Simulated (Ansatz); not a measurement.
**Surface calculation: fcc Sb (110), 4 layers**

The slab is cut from the fcc crystal, which needn't be the stable phase, as relaxed on PAW files (27.51 Å³/atom), with 16 Å of vacuum and a dipole correction:

```yaml
crystal:
  lattice:
    - [3.38847, 0.00000, 0.00000]
    - [0.00000, 4.79202, 0.00000]
    - [0.00000, 0.00000, 21.08270]
  atoms:
    - { symbol: Sb, position: [0.25000, 0.25000, 0.37946] }
    - { symbol: Sb, position: [0.75000, 0.75000, 0.45982] }
    - { symbol: Sb, position: [0.25000, 0.25000, 0.54018] }
    - { symbol: Sb, position: [0.75000, 0.75000, 0.62054] }
```

Computed with Ansatz 0.2.0; functional PBE, scalar-relativistic. Settings: a Γ-centred 10×7×1 k mesh, Fermi–Dirac smearing of 0.08 eV, no spin polarisation. Methods: LAPW: all electrons, basis error target 1 meV/atom; PAW: frozen-core files, cutoff 420 eV.

The bulk energy comes from a cell in the slab's orientation on a 10×7×10 mesh. The surface energy is (E(slab) − N·E(bulk))/2A at zero smearing, the mean of both faces; thin slabs carry quantum-size effects.

Spin–orbit coupling is left out, which matters for the heavy atoms.

As cut, the LAPW slab lies 0.851 eV above 4 atoms of bulk. What surface energy is that?

Over two faces of 16.24 Å² it is 26.2 meV/Å², and times 16.02 J/m² per eV/Å² that gives γ = 0.420 J/m².

```tsv
method	γ as cut (J/m²)	γ relaxed (J/m²)	Φ as cut (eV)	Φ relaxed (eV)
LAPW	0.420	?	4.44	?
```

Give the missing entry: row "LAPW", column "Φ relaxed (eV)".

3.73.

What belongs in the row "LAPW", column "γ relaxed (J/m²)"?

0.159.

How do the spacings between the planes relax?

From the bottom face up: d12 -52.8 % of 1.694 Å, d23 +29.9 % of 1.694 Å, d34 -52.8 % of 1.694 Å.

A field of 0.2 V/Å is applied along the normal, atoms held. What follows?

LAPW finds an induced dipole of 0.1209 e·Å a cell (PAW 0.1209), that is 6.74 Å for 4πα over the area, against 3.80 Å between the outer atoms.

A 3d core hole is made on one atom of each kind in every 1×1 cell (PAW hole dataset, neutral cell, valence without spin). What does it cost by layer?

layer 1 527.72 eV, layer 2 527.65 eV. Shifts between layers mean more than the absolute values, and a whole layer of holes screens otherwise than one hole.
